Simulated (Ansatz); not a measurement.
# Na (Im-3m) in Ansatz: reference runs

How does Na come out in PBE? The cell is run as given and disturbed.

All numbers are computed with Ansatz 0.2.0; they aren't measurements. Logs are shortened: lines on timing, memory, paths and dates and some standing lists are left out, and cuts for length are marked.

## 1. The structure

It takes space group Im-3m (No. 229, cubic). Conventional cell: a = 4.282 Å, b = 4.282 Å, c = 4.282 Å, α = 90.00°, β = 90.00°, γ = 90.00°. Na (site symmetry m-3m) is surrounded by 8 Na at 3.71 Å.

## 2. Single point, PBE

input.yaml reads:

```yaml
crystal:
  lattice:
    - [-2.141, 2.141, 2.141]
    - [2.141, -2.141, 2.141]
    - [2.141, 2.141, -2.141]
  atoms:
    - { symbol: Na, position: [0.0, 0.0, 0.0] }
kpoints:
  mp_grid: { grid: [9, 9, 9] }
scf:
  occupations: { method: fermi_dirac, width: 0.05 }
hamiltonian:
  xc: pbe
  pseudopotentials: { kind: all_electron, lapw: { basis_error: 0.001 } }
output:
  forces: true
  stress: true
  eigenvalues: true
  populations: true
```

Potentials or basis: all-electron LAPW, scalar-relativistic.

Started as:

```
ansatz run input.yaml --threads 1 --pin off --max-ram 2560MiB --backend cpu --events-out ev --progress --plain --runs-dir out
```

Log:

```text
Warning: RAYON_NUM_THREADS=1 ignored (pool sized by the plan → 1); use --threads N
Na: projections on atomic orbitals take those of the free atom 1s2 2s2 2p6 3s1, of charge +0.00 (hamiltonian.pseudopotentials.projection_atoms)
LAPW: plane waves up to 4.432 Å⁻¹, error target 1.0e-3 eV per atom; small_component_spin mean_spin; Na in spheres of 1.854 Å, 9 of its electrons in bands, Dirac shells [] (how accurate: hamiltonian.pseudopotentials.lapw.basis_error, Limitations)
Engine: ansatz 0.2.0, aarch64-unknown-linux-gnu
Pseudopotentials: kind: all_electron
Pseudopotential: Na, LAPW, valence charge 9, lapw/all_electron/scalar/gaussian/Na, Koelling and Harmon's equation, gaussian nucleus
Functional definition: PBE
  parameter kappa = 0.804
  parameter beta = 0.06672455060314922
  exchange = pbe_x(kappa = kappa, mu = beta*pi^2/3)
  correlation = pbe_c(beta = beta)
Crystal: 1 atoms, lattice volume = 39.256 Å³
Basis set: ecut = 74.84860006757161 eV, 55 PW (Γ), exchange–correlation at level 2
Bands: 9, of which v1, the nominal top of the filled ones, is band 5 counted from 1 (4 counted from 0)
Symmetry: 48 space group operations
Space group: Im-3m (ITA 229), of the structure as read, at distance tolerance 3.4e-5 Å
k-points: 35 of 729
Non-local potential: Na, projectors of the file, none
Initial density: superposition of atomic densities (chi_scale 0.1, normalization cell)
Initial wavefunctions: plane waves of lowest kinetic energy (no species holds an atomic orbital)
Functional: x = pbe(κ = 0.804, μ = 0.2195149727645171), c = pbe(β = 0.06672455060314922)
iter 1 solved again at ethr=2.24e-5 eV; its pass at ethr=1.00e-1 eV (dr2=2.02e-3 eV) is discarded
SCF iter   1: F=—  HF=-4420.076903 eV  |F-HF|=—  |Δ(HF+E_count)|=         —  Δρ=1.98e-3  dr2=2.02e-3  ethr=2.24e-5  ⟨swp⟩=3.8  Hψ=2579  notcnv=0
preconditioner: auto → none  [insulator: Δε(μ)=0.192 eV  Ē_g=7.590 eV  σ=0.050 eV  W_gap=0.75  n_scr=12 (ndim 8)  ℏωp=5.9 eV  f_vac=0.000  D(μ)=0.37/eV (n_scr^D=0)  ε∞_Penn≈1.6]
SCF iter   2: F=—  HF=-4420.076461 eV  |F-HF|=—  |Δ(HF+E_count)|=   4.42e-4  Δρ=9.96e-4  dr2=5.14e-4  ethr=2.24e-5  ⟨swp⟩=2.0  Hψ=913  notcnv=0
iter 3 solved again at ethr=4.83e-8 eV; its pass at ethr=5.71e-6 eV (dr2=4.35e-6 eV) is discarded
SCF iter   3: F=—  HF=-4420.076592 eV  |F-HF|=—  |Δ(HF+E_count)|=   1.31e-4  Δρ=9.13e-5  dr2=4.34e-6  ethr=4.83e-8  ⟨swp⟩=2.0  Hψ=1529  notcnv=0
SCF iter   4: F=—  HF=-4420.076547 eV  |F-HF|=—  |Δ(HF+E_count)|=   4.49e-5  Δρ=8.96e-6  dr2=4.25e-8  ethr=4.83e-8  ⟨swp⟩=2.0  Hψ=913  notcnv=0
SCF iter   5: F=-4420.076547 eV  HF=-4420.076547 eV  |F-HF|=2.10e-9  |Δ(HF+E_count)|=   4.90e-8  Δρ=1.15e-6  dr2=7.03e-10  ethr=4.72e-10  ⟨swp⟩=2.6  Hψ=934  notcnv=0
SCF 1 converged in 5 iterations: F = -4420.076547 eV  dr2 = 7.03e-10
SCF converged after 5 iterations
Free energy (F): -4420.076547 eV
Harris-Foulkes:  -4420.076547 eV  (|F-HF|=2.10e-9)
Internal energy: -4420.073263 eV  (E = F + TS)
E sigma→0 (E₀):  -4420.074905 eV
Entropy (-TS):   -0.003285 eV (-3.285 meV/atom)
Fermi energy:    1.351376 eV
--- Per-component energies (eV) ---
  E_band       = -244.840891
  E_kinetic    = 4422.703561
  E_xc         = -390.598668
  E_electrostatic = -8452.178155  (all electrons and nuclei)
  E_smearing   = -0.003285  (= −TS)
  E_closure    = -0.000000  (closes the sum)
  E_atoms      = -4418.770368  (free atoms, spherical and without spin; not in F)
  Σ components = -4420.076547   (vs F -4420.076547, Δ=0.00e0)
  Basis errors (estimates in eV, not in F): energy 2.8e-4 per atom: plane waves 2.8e-4 (1.4e-4 summed), levels above the bands 2.6e-69, relativity 7.1e-9, radial functions 3.3e-6, core shells 1.2e-17; eigenvalues (radial functions only) 3.8e-3; not estimated: angular momenta, meshes, grids; target (lapw.basis_error) 1.0e-3; muffin-tin radii Na 1.854 Å
--- Forces (eV/Å), atoms counted from 1 ---
  atom   1  Na    -0.00000000    -0.00000000    -0.00000000
  max |Σ_I F_I| component: 6.68e-33 eV/Å
--- Stress (GPa, compression-positive) ---
       -0.421688       0.000000       0.000000
        0.000000      -0.421688      -0.000000
        0.000000      -0.000000      -0.421688
  P = ⅓ Tr σ = -0.4217 GPa (-4.217 kbar)
--- Band table (eV; the first three rows and the last of 35) ---
  k-point 0: bands = ["-51.6808", "-23.5877", "-23.5877", "-23.5877", "-1.7930", "12.7285", "12.7285", "12.7285", "13.6966"]
  k-point 1: bands = ["-51.6806", "-23.5911", "-23.5888", "-23.5877", "-1.5845", "10.5541", "11.7125", "12.0105", "12.5050"]
  k-point 2: bands = ["-51.6802", "-23.5997", "-23.5918", "-23.5876", "-0.9636", "7.8179", "10.5697", "11.1145", "11.4236"]
  k-point 34: bands = ["-51.6781", "-23.6086", "-23.6081", "-23.6081", "4.4897", "5.8919", "6.1567", "6.1567", "7.0994"]
--- Löwdin populations: 1 site ---
  site symbol       q [e]
     0     Na     10.9591
  spilling = 0.003716 (of n_electrons = 11.000000)
```

Run time: 1.1 s. Hardware: 1 thread of Arm Neoverse V2, shared host; peak memory 0.18 GiB.

What came out:

- Free energy: -4420.0765 eV
- Pressure: -0.4 GPa
- Band gap on the k mesh: none (metal or under the smearing width)

Levels at points of the mesh, in eV from the Fermi level:
| k point | band 2 | band 3 | band 4 | band 5 | band 6 | band 7 |
| --- | --- | --- | --- | --- | --- | --- |
| (0.00, 0.00, 0.00) | -24.94 | -24.94 | -24.94 | -3.14 | 11.38 | 11.38 |

## 3. Single point, PBE (cell strained at random at fixed volume)

Edit input.yaml of step 2 so:

```diff
@@ -2,7 +2,7 @@
   lattice:
-    - [-2.141, 2.141, 2.141]
-    - [2.141, -2.141, 2.141]
-    - [2.141, 2.141, -2.141]
+    - [-2.057611, 2.143556, 2.199328]
+    - [2.108136, -2.083075, 2.189372]
+    - [2.092, 2.117464, -2.138847]
   atoms:
-    - { symbol: Na, position: [0.0, 0.0, 0.0] }
+    - { symbol: Na, position: [-0.001299, -0.000208, -0.005307] }
 kpoints:
```

Potentials or basis: all-electron LAPW, scalar-relativistic.

Started as:

```
ansatz run input.yaml --threads 1 --pin off --max-ram 2560MiB --backend cpu --events-out ev --progress --plain --runs-dir out
```

It took 6.4 s on 1 thread of Arm Neoverse V2, shared host; peak memory 0.25 GiB.

Results (log left out):

```yaml
Free_energy: -4420.0748 eV
Pressure: -0.4 GPa
Band_gap_on_the_k_mesh: none (metal or under the smearing width)
```

Stress tensor (GPa, compression positive):
```
-0.39 -0.09 -0.15
-0.09 -0.36 -0.20
-0.15 -0.20 -0.50
```

Levels at points of the mesh, in eV from the Fermi level:
```tsv
k point	band 1	band 2	band 3	band 4	band 5	band 6	band 7	band 8	band 9
(0.00, 0.00, 0.00)	-53.06	-24.97	-24.97	-24.97	-3.17	10.95	11.22	11.71	12.20
```
